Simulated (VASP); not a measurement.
# CoO (I4/mmm) in VASP: a series of runs, part 2 of 2

VASP 6.6.1.

### 4 Single point, PBE, collinear spin, ferromagnetic start

INCAR reads:

```
ALGO = Normal
EDIFF = 1E-6
ENCUT = 520
GGA = PE
ISIF = 2
ISMEAR = -1
ISPIN = 2
LASPH = True
LCHARG = True
LELF = True
LMAXMIX = 4
LORBIT = 11
LREAL = False
LVHAR = True
LWAVE = False
MAGMOM = 3.5 0
NBANDS = 18
NELM = 150
PREC = Accurate
SIGMA = 0.05
```

KPOINTS reads:

```
k-points
0
Gamma
  12 12 12
```

POSCAR reads:

```
CoO
1.0
   -1.5080000000      1.5080000000      2.1072475377
    1.5080000000     -1.5080000000      2.1072475377
    1.5080000000      1.5080000000     -2.1072475377
Co O
1 1
Direct
    0.0000000000      0.0000000000      0.0000000000
    0.5000000000      0.5000000000      0.0000000000
```

Potentials or basis: VASP PAW PBE potentials, release 64 (Co, O).

Run with:

```console
$ cat potpaw_PBE.64/Co/POTCAR potpaw_PBE.64/O/POTCAR > POTCAR
$ mpirun -np 1 vasp_std > vasp.out
```

OUTCAR:

```text
EDIFF = 1E-6
   ENCUT = 520
   GGA = PE
   ISIF = 2
   ISMEAR = -1
   ISPIN = 2
   LASPH = True
   LORBIT = 11
   LREAL = False
   NELM = 150
   PREC = Accurate

 ion  position               nearest neighbor table
   1  0.000  0.000  0.000-   2 2.11   2 2.11   2 2.13   2 2.13   2 2.13   2 2.13
   2  0.500  0.500  0.000-   1 2.11   1 2.11   1 2.13   1 2.13   1 2.13   1 2.13

  LATTYP: Found a body centered tetragonal cell.
 ALAT       =     3.0160000000
 C/A-ratio  =     1.3973790038

  Lattice vectors:

 A1 = (  -1.5080000000,   1.5080000000,   2.1072475377)
 A2 = (   1.5080000000,  -1.5080000000,   2.1072475377)
 A3 = (   1.5080000000,   1.5080000000,  -2.1072475377)

Analysis of symmetry for initial positions (statically):
=====================================================================
 Subroutine PRICEL returns:
 Original cell was already a primitive cell.

 Routine SETGRP: Setting up the symmetry group for a
 body centered tetragonal supercell.

 Subroutine GETGRP returns: Found 16 space group operations
 (whereof 16 operations were pure point group operations)
 out of a pool of 16 trial point group operations.

The static configuration has the point symmetry D_4h.

Analysis of symmetry for dynamics (positions and initial velocities):
=====================================================================
 Subroutine PRICEL returns:
 Original cell was already a primitive cell.

 Routine SETGRP: Setting up the symmetry group for a
 body centered tetragonal supercell.

 Subroutine GETGRP returns: Found 16 space group operations
 (whereof 16 operations were pure point group operations)
 out of a pool of 16 trial point group operations.

The dynamic configuration has the point symmetry D_4h.

Analysis of structural, dynamic, and magnetic symmetry:
=====================================================================
 Subroutine PRICEL returns:
 Original cell was already a primitive cell.

 Routine SETGRP: Setting up the symmetry group for a
 body centered tetragonal supercell.

 Subroutine GETGRP returns: Found 16 space group operations
 (whereof 16 operations were pure point group operations)
 out of a pool of 16 trial point group operations.

The overall configuration has the point symmetry D_4h.

 Subroutine INISYM returns: Found 16 space group operations
 (whereof 16 operations are pure point group operations),
 and found     1 'primitive' translations

----------------------------------------------------------------------------------------

                                     Primitive cell

  volume of cell :      19.1681

  direct lattice vectors                    reciprocal lattice vectors
    -1.508000000  1.508000000  2.107247538     0.000000000  0.331564987  0.237276348
     1.508000000 -1.508000000  2.107247538     0.331564987  0.000000000  0.237276348
     1.508000000  1.508000000 -2.107247538     0.331564987  0.331564987  0.000000000

  length of vectors
     2.998102764  2.998102764  2.998102764     0.407719764  0.407719764  0.468903701

  position of ions in fractional coordinates (direct lattice)
     0.000000000  0.000000000  0.000000000
     0.500000000  0.500000000  0.000000000

[... 68 lines left out ...]
   ISTART =      0    job   : 0-new  1-cont  2-samecut
   ICHARG =      2    charge: 1-file 2-atom 10-const
   ISPIN  =      2    spin polarized calculation?
   LNONCOLLINEAR =      F non collinear calculations
   LSORBIT =      F    spin-orbit coupling
   LASPH  =      T    aspherical Exc in radial PAW
   ENCUT  =  520.0 eV  38.22 Ry    6.18 a.u.   5.57  5.57  5.57*2*pi/ulx,y,z
   NELM   =    150;   NELMIN=  2; NELMDL= -5     # of ELM steps
   EDIFF  = 0.1E-05   stopping-criterion for ELM
   LREAL  =      F    real-space projection
   EDIFFG = 0.1E-04   stopping-criterion for IOM
   NSW    =      0    number of steps for IOM
   IBRION =     -1    ionic relax: 0-MD 1-quasi-New 2-CG
   NFREE  =      0    steps in history (QN), initial steepest desc. (CG)
   ISIF   =      2    stress and relaxation
   ISYM   =      2    0-nonsym 1-usesym 2-fastsym
   POTIM  = 0.5000    time-step for ionic-motion
   TEBEG  =    0.0;   TEEND  =   0.0 temperature during run
   PSTRESS=    0.0 pullay stress
   NELECT =      15.0000    total number of electrons
   NUPDOWN=      -1.0000    fix difference up-down
   EMIN   =  10.00;   EMAX   =-10.00  energy-range for DOS
   EFERMI =   0.00;   METHOD = LEGACY
   ISMEAR =    -1;   SIGMA  =   0.05  broadening in eV -4-tet -1-fermi 0-gaus
   EFERMI_NEDOS =   21; number of points for ismear=-14 and -15
   IALGO  =     38    algorithm
   IMIX   =      4    mixing-type and parameters
     AMIX     =   0.40;   BMIX     =  1.00
     AMIX_MAG =   1.60;   BMIX_MAG =  1.00
  volume/ion in A,a.u.               =       9.58        64.68
  Fermi-wavevector in a.u.,A,eV,Ry     =   1.508618  2.850874 30.965868  2.275927
  Thomas-Fermi vector in A             =   2.619048
   LORBIT       =     11    0 simple, 1 ext, 2 COOP (PROOUT), +10 PAW based schemes
   GGA     = PE    functional components
   LHFCALC =     F    Hartree Fock is set to
   AEXX    =    0.0000 exact exchange contribution
   IVDW    =     0    specifies the selected vdW correction
   LEPSILON=     F    determine dielectric tensor
   LRPA    =     F    only Hartree local field effects (RPA)
 spin polarized calculation
  energy-cutoff  :      520.00
  volume of cell :       19.17
 maximum number of plane-waves:       533
 NGX is ok and might be reduce to    24
   NGX = 11   NGY = 11   NGZ = 11

 number of electron      15.0000006 magnetization       2.8836809

 Free energy of the ion-electron system (eV)
  ---------------------------------------------------
  ext. energy  EPLUGINS =         0.00000000
  ---------------------------------------------------
  free energy    TOTEN  =       -13.06346486 eV

  energy without entropy =      -13.02842151  energy(sigma->0) =      -13.04594318

 E-fermi :   8.0182     XC(G=0): -12.4547

 val. band max:        8.0165038957   @ k =   0.3333   0.3333   0.1667
 cond. band min:       8.0194253664   @ k =   0.2500   0.0833   0.0833
 fundamental gap:      0.0029214707
 Fermi energy:         8.0182461982

 spin component 1

 k-point     1 :       0.0000    0.0000    0.0000
  band No.  band energies     occupation
      1     -12.2422      1.00000
      2       4.7579      1.00000
      3       4.7667      1.00000
      4       4.8469      1.00000
      5       4.8854      1.00000
      6       4.8854      1.00000
[... 493 lines left out ...]
     17      35.3777      0.00000
     18      36.9517      0.00000

 [... further k-points ...]

 spin component 2

 k-point     1 :       0.0000    0.0000    0.0000
  band No.  band energies     occupation
      1     -11.7503      1.00000
      2       5.3825      1.00000
      3       5.4411      1.00000
      4       5.4411      1.00000
      5       6.8930      1.00000
      6       6.8931      1.00000
[... 493 lines left out ...]
     17      35.8048      0.00000
     18      37.4163      0.00000

 [... further k-points ...]

------------------------ aborting loop because EDIFF is reached ----------------------------------------

  FORCE on cell =-STRESS in cart. coord.  units (eV):
  Direction    XX          YY          ZZ          XY          YZ          ZX
  --------------------------------------------------------------------------------------
  -------------------------------------------------------------------------------------
  Total       -0.0964278     -0.0964278     -0.0766171      0.0000000      0.0000000      0.0000000
  in kB       -8.0599926     -8.0599926     -6.4040958      0.0000000      0.0000000      0.0000000
  external PRESSURE =      -7.5080270 kB  Pullay stress =       0.0000000 kB

 VOLUME and BASIS-vectors are now :
 -----------------------------------------------------------------------------
  energy-cutoff  :      520.00
  volume of cell :       19.17
      direct lattice vectors                 reciprocal lattice vectors
    -1.508000000  1.508000000  2.107247538     0.000000000  0.331564987  0.237276348
     1.508000000 -1.508000000  2.107247538     0.331564987  0.000000000  0.237276348
     1.508000000  1.508000000 -2.107247538     0.331564987  0.331564987  0.000000000

 POSITION                                       TOTAL-FORCE (eV/Angst)
 -----------------------------------------------------------------------------------
      0.00000      0.00000      0.00000         0.000000     -0.000000      0.000000
      0.00000      0.00000      2.10725        -0.000000      0.000000      0.000000
 -----------------------------------------------------------------------------------
    total drift:                               -0.000000      0.000000     -0.000000

  FREE ENERGIE OF THE ION-ELECTRON SYSTEM (eV)
  ---------------------------------------------------
  free  energy   TOTEN  =       -13.0634648582 eV

  energy  without entropy=      -13.0284215056  energy(sigma->0) =      -13.04594318

 total charge

# of ion       s       p       d       tot
------------------------------------------
    1        0.296   0.362   7.150   7.808
    2        1.556   3.427   0.000   4.983
--------------------------------------------------
tot          1.852   3.789   7.150  12.791

 magnetization (x)

# of ion       s       p       d       tot
------------------------------------------
    1        0.021   0.018   2.504   2.542
    2        0.029   0.263   0.000   0.292
--------------------------------------------------
tot          0.049   0.281   2.504   2.834
```

OSZICAR:

```text
N       E                     dE             d eps       ncg     rms          rms(c)
DAV:   1     0.778185363317E+02    0.77819E+02   -0.67741E+03 12198   0.971E+02
DAV:   2    -0.109958914899E+02   -0.88814E+02   -0.76405E+02 12396   0.222E+02
DAV:   3    -0.157836276702E+02   -0.47877E+01   -0.47041E+01 13796   0.553E+01
DAV:   4    -0.158320666155E+02   -0.48439E-01   -0.48404E-01 14380   0.528E+00
DAV:   5    -0.158331885860E+02   -0.11220E-02   -0.11218E-02 14592   0.800E-01    0.149E+01
DAV:   6    -0.147639456665E+02    0.10692E+01   -0.18744E+01 14956   0.620E+01    0.206E+01
DAV:   7    -0.131496907524E+02    0.16143E+01   -0.89797E+00 14584   0.509E+01    0.800E+00
DAV:   8    -0.131079546448E+02    0.41736E-01   -0.35416E-01 15896   0.743E+00    0.517E+00
DAV:   9    -0.130510895663E+02    0.56865E-01   -0.29531E-01 16672   0.986E+00    0.269E+00
DAV:  10    -0.130713127519E+02   -0.20223E-01   -0.35337E-02 14636   0.172E+00    0.176E+00
DAV:  11    -0.130628203688E+02    0.84924E-02   -0.69848E-02 16564   0.478E+00    0.518E-01
DAV:  12    -0.130634834783E+02   -0.66311E-03   -0.62878E-03 14756   0.805E-01    0.216E-01
DAV:  13    -0.130637276422E+02   -0.24416E-03   -0.80565E-04 14620   0.215E-01    0.224E-01
DAV:  14    -0.130637134653E+02    0.14177E-04   -0.16047E-05 14752   0.446E-02    0.229E-01
DAV:  15    -0.130635372778E+02    0.17619E-03   -0.22247E-04 14742   0.358E-01    0.137E-01
DAV:  16    -0.130634555287E+02    0.81749E-04   -0.18517E-04 17516   0.232E-01    0.391E-02
DAV:  17    -0.130634653507E+02   -0.98220E-05   -0.29011E-05 13384   0.631E-02    0.185E-02
DAV:  18    -0.130634648582E+02    0.49247E-06   -0.43350E-06 13428   0.429E-02
   1 F= -.13063465E+02 E0= -.13045943E+02  d E =-.350434E-01  mag=     2.8851
```

stdout:

```text
POSCAR found type information on POSCAR CoO
 POSCAR found :  2 types and       2 ions
 scaLAPACK will be used
 LDA part: xc-table for (Slater+PW92), standard interpolation
 POSCAR, INCAR and KPOINTS ok, starting setup
 FFT: planning ... GRIDC
 FFT: planning ... GRID_SOFT
 FFT: planning ... GRID
 WAVECAR not read
 entering main loop
```

Run time: 64 s. Hardware: 1 thread of Intel Xeon Platinum 8488C (Sapphire Rapids), shared host; peak memory 0.21 GiB.

What came out:

```
Free energy                                           : -13.0635 eV
Pressure                                              : -0.8 GPa
Band gap on the k mesh                                : none (metal or under the smearing width)
Net moment                                            : 2.88 μB per cell
Site moments                                          : Co +2.54; O +0.29 μB
Valence electrons inside the program's atomic spheres : Co 7.81; O 4.98
```

Stress tensor (GPa, compression positive):
```
-0.81  0.00  0.00
 0.00 -0.81  0.00
 0.00  0.00 -0.64
```

Levels at points of the mesh, in eV from the Fermi level:
Spin up:
```tsv
k point	band 5	band 6	band 7	band 8	band 9	band 10	band 11	band 12	band 13	band 14
(0.00, 0.00, 0.00)	-3.13	-3.13	-3.10	-3.10	-2.98	1.05	16.89	18.19	18.19	18.24
(0.50, 0.00, 0.00)	-2.35	-2.31	-1.78	0.10	0.17	5.10	9.43	13.37	13.64	20.58
(0.50, 0.50, 0.00)	-3.95	-2.91	-2.39	-2.06	-2.00	5.93	9.83	11.77	15.80	16.00
(0.50, 0.50, 0.50)	-3.88	-2.88	-2.39	-2.07	-2.07	5.94	9.98	11.65	15.75	15.75
```
Spin down:
| k point | band 4 | band 5 | band 6 | band 7 | band 8 | band 9 |
| --- | --- | --- | --- | --- | --- | --- |
| (0.00, 0.00, 0.00) | -2.58 | -1.13 | -1.13 | -1.09 | 0.03 | 0.08 |
| (0.50, 0.00, 0.00) | -4.66 | -0.15 | -0.11 | 0.18 | 2.70 | 2.74 |
| (0.50, 0.50, 0.00) | -3.79 | -2.24 | 0.10 | 0.14 | 0.51 | 1.02 |
| (0.50, 0.50, 0.50) | -3.88 | -2.25 | 0.13 | 0.13 | 0.58 | 0.98 |

Caveat: a cell with one magnetic atom can't hold antiferromagnetic order, which such compounds often take; semilocal functionals often make such compounds metallic where correlation or magnetic order opens a gap, which also shifts bond lengths. With open d or f shells a metallic result of PBE can be an artefact of self-interaction; +U or a hybrid may open a gap.

### 5 Single point, PBEsol, collinear spin, ferromagnetic start

INCAR reads:

```
ALGO = Normal
EDIFF = 1E-6
ENCUT = 520
GGA = PS
ISIF = 2
ISMEAR = 0
ISPIN = 2
LASPH = T
LCHARG = F
LMAXMIX = 4
LORBIT = 11
LREAL = F
LWAVE = F
MAGMOM = 2 0
NBANDS = 18
NELM = 120
PREC = Accurate
SIGMA = 0.1
```

KPOINTS is that of step 4.

Changes to POSCAR since step 4:

```diff
@@ -7,4 +7,4 @@
 1 1
-Direct
+Cartesian
     0.0000000000      0.0000000000      0.0000000000
-    0.5000000000      0.5000000000      0.0000000000
+    0.0000000000      0.0000000000      2.1072475377
```

Run with:

```console
$ cat potpaw_PBE.64/Co/POTCAR potpaw_PBE.64/O/POTCAR > POTCAR
$ mpirun -np 1 vasp_std > vasp.out
```

It took 2.8 min on 1 thread of Intel Xeon Platinum 8259CL at 2.50GHz (Skylake/Cascade Lake), shared host; peak memory 0.21 GiB.

The run converged. Its results:

```
Free energy                                           : -13.9642 eV
Pressure                                              : -9.8 GPa
Band gap on the k mesh                                : none (metal or under the smearing width)
Net moment                                            : 2.93 μB per cell
Site moments                                          : Co +2.56; O +0.32 μB
Valence electrons inside the program's atomic spheres : Co 7.82; O 4.95
```

Stress tensor (GPa, compression positive):
```
-9.88  0.00  0.00
 0.00 -9.88  0.00
 0.00  0.00 -9.60
```

Levels at points of the mesh, in eV from the Fermi level:
Spin up:
| k point | band 7 | band 8 | band 9 | band 10 | band 11 | band 12 |
| --- | --- | --- | --- | --- | --- | --- |
| (0.00, 0.00, 0.00) | -3.19 | -3.19 | -3.10 | 0.88 | 16.59 | 17.96 |
| (0.50, 0.00, 0.00) | -1.87 | 0.04 | 0.13 | 4.86 | 9.26 | 13.13 |
| (0.50, 0.50, 0.00) | -2.41 | -2.14 | -2.11 | 5.74 | 9.62 | 11.53 |
| (0.50, 0.50, 0.50) | -2.41 | -2.15 | -2.15 | 5.74 | 9.78 | 11.40 |
Spin down:
```
           k point  band 2  band 3  band 4  band 5  band 6  band 7  band 8  band 9  band 10  band 11
(0.00, 0.00, 0.00)   -2.68   -2.63   -2.63   -1.14   -1.14   -1.09   -0.16   -0.15     1.45    16.54
(0.50, 0.00, 0.00)   -7.76   -4.79   -4.76   -0.14   -0.11    0.19    2.55    2.62     5.17    10.08
(0.50, 0.50, 0.00)   -6.56   -3.96   -3.86   -2.30    0.13    0.16    0.32    0.82     6.58    10.14
(0.50, 0.50, 0.50)   -6.54   -3.95   -3.95   -2.30    0.15    0.15    0.36    0.81     6.58    10.27
```

Caveat: the PAW data sets were made with another functional, which shifts forces and pressure a little; a cell with one magnetic atom can't hold antiferromagnetic order, which such compounds often take; semilocal functionals often make such compounds metallic where correlation or magnetic order opens a gap, which also shifts bond lengths. With open d or f shells a metallic result of PBEsol can be an artefact of self-interaction; +U or a hybrid may open a gap.

### 6 The reference run

An earlier run on the cell as given: functional PBE; potentials or basis VASP PAW PBE potentials, release 64 (Co, O); cutoff 520 eV; k mesh 12 × 12 × 12; occupations fermi-dirac, width 0.05 eV; collinear spin, ferromagnetic start; starting moments [2.0, 0.0] μB.

* Pressure: -0.5 GPa
* Band gap on the k mesh: none (metal or under the smearing width)
* Net moment: 2.88 μB per cell
* Site moments: Co +2.54; O +0.29 μB
* Valence electrons inside the program's atomic spheres: Co 7.81; O 4.98

### 7 The runs side by side

| level | smearing | gap on the mesh (eV) | pressure (GPa) | moment (μB) |
| --- | --- | --- | --- | --- |
| PBE | gaussian 0.02 eV | none | -0.5 | 2.92 |
| PBE | fermi-dirac 0.05 eV | none | -0.5 | 2.88 |
| PBEsol | gaussian 0.1 eV | none | -9.8 | 2.93 |

Alike in all rows: task single point; potentials or basis VASP PAW PBE potentials, release 64 (Co, O); spin collinear, ferromagnetic start; cell as given; k mesh 12 × 12 × 12; cutoff (eV) 520.

Every run on the cell as given and a fine mesh finds a metal. The pressure there spans -9.8 GPa (PBEsol) to -0.5 GPa (PBE); a positive pressure means that this level wants a larger cell, a negative one a smaller.

Caveats: a cell with one magnetic atom can't hold antiferromagnetic order, which such compounds often take; semilocal functionals often make such compounds metallic where correlation or magnetic order opens a gap, which also shifts bond lengths; the PAW data sets were made with another functional, which shifts forces and pressure a little (some runs).

Total energies depend on the potentials used, so only differences within one code and one set of settings carry meaning.
